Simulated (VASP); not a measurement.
A series in volume per atom on BP

All results are calculated (VASP 6.6.1). Plane-wave PAW density functional theory at fixed cell and atoms, no spin polarisation; stress and pressure are positive in compression.

Cell of the first row (space group F-43m, No. 216):
```
cell vectors (Å)
   0.0000     2.1776     2.1776
   2.1776     0.0000     2.1776
   2.1776     2.1776     0.0000
atoms (fractions of the cell vectors)
B   0.00000  0.00000  0.00000
P   0.25000  0.25000  0.25000
```

Settings of every row: functional r2SCAN; spin orbit no; screening parameter 0 Å⁻¹; occupations Gaussian; smearing width 0.01 eV; wave cutoff 520 eV; datasets recommended PBE set; valence electrons 8; k mesh a 10; k mesh b 10; k mesh c 10.

| row | volume per atom (Å³) | pressure (GPa) |
| --- | --- | --- |
| 1 | 10.326 | 25.36 |
| 2 | 10.652 | 17.72 |
| 3 | 10.985 | 10.91 |
| 4 | 11.324 | ? |
| 5 | 11.671 | -0.52 |
| 6 | 12.025 | -5.27 |
| 7 | 12.385 | -9.45 |
| 8 | 12.753 | -13.13 |
| 9 | 13.128 | -16.34 |

Question: what pressure should row 4 give?

Worked fit of pressure. Take u = (V_r/V)^(2/3) − 1 with V_r = 11.848 Å³ an atom, which is twice the finite (Eulerian) strain; such expansions in the strain, on which the Birch-Murnaghan equation of state is built, carry the rest volume and the bulk modulus. The shown rows have u = 0.096, 0.07352, 0.05171, 0.01009, -0.00984, -0.02912, -0.04789, -0.06611. Least squares give pressure = −2.98 + 238.58 × u + 567.5 × u² + 234 × u³ GPa; a parabola predicts inner rows, each left out in turn, worse (root mean square 0.031 against 0.0048 GPa). The rows lie off it by 0.00, 0.00, 0.00, -0.01, 0.00, 0.00, 0.00, 0.00. The pressure vanishes at u = 0.0121, or V = 11.64 Å³ an atom, and there the bulk modulus at fixed shape and fractions is B = −V dP/dV = (2/3)(1 + u) dP/du = 170 GPa. The withheld row has u = 0.03062, so the fit gives −2.98 + 238.58 × (0.03062) + 567.5 × (0.03062)² + 234 × (0.03062)³ = 4.86 GPa.

The calculation gave 4.85 GPa. The fit lies 0.01 GPa (0.024 % of the column's range) above it, one unit of the last digit.
